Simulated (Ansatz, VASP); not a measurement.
# Cd: VASP beside Ansatz

Contents of INCAR:

```
PREC = Accurate ; ENCUT = 520
EDIFF = 1E-7 ; ISMEAR = 0
SIGMA = 0.15 ; LREAL = F
LASPH = T ; NELM = 100
ALGO = Normal ; ISIF = 2
LWAVE = F ; LCHARG = F
GGA = PE ; NBANDS = 12
```

Contents of KPOINTS:

```
Automatic mesh
0
Gamma
  18 18 18
```

POSCAR

```
Cd
1.0
    0.0000000000      2.2181497500      2.2181497500
    2.2181497500      0.0000000000      2.2181497500
    2.2181497500      2.2181497500      0.0000000000
Cd
1
Direct
    0.0000000000      0.0000000000      0.0000000000
```

Input for Ansatz:

```yaml
crystal:
  lattice:
    - [0.0, 2.21814975, 2.21814975]
    - [2.21814975, 0.0, 2.21814975]
    - [2.21814975, 2.21814975, 0.0]
  atoms:
    - { symbol: Cd, position: [0.0, 0.0, 0.0] }
basis:
  ecutwfc: 420
kpoints:
  mp_grid: { grid: [18, 18, 18] }
hamiltonian:
  xc: pbe
scf:
  occupations: { method: gaussian, width: 0.15 }
output:
  forces: true
  stress: true
  eigenvalues: true
  write_density: true
  write_potential: true
  elf: true
  volumetric_format: npy
```

This isn't the form of Cd at room conditions, which is hcp.

Alike in both runs: task single point; functional PBE; k mesh 18 × 18 × 18; occupations gaussian, width 0.15 eV; no spin polarisation.

|  | VASP | Ansatz |
| --- | --- | --- |
| version | VASP 6.6.1 | Ansatz 0.2.0 |
| potentials or method | VASP PAW PBE potentials, release 64 (Cd) | scalar-relativistic, plane waves, PAW |
| plane-wave cutoff (eV) | 520 | 420 |
| valence electrons in the cell | 12 | 20 |

Ansatz gave:

```
gap on the k mesh at the Fermi level (eV) : none
pressure (GPa)                            : 2.2
```

Task: Which values does VASP return?

Result: gap on the k mesh at the Fermi level (eV): none; pressure (GPa): 2.4.

A gap of «none» marks a metal or a gap that the smearing closes. With one functional, cell and mesh, what is left measures potentials, basis and numerics. The two sets of potentials don't hold the same shells in valence.
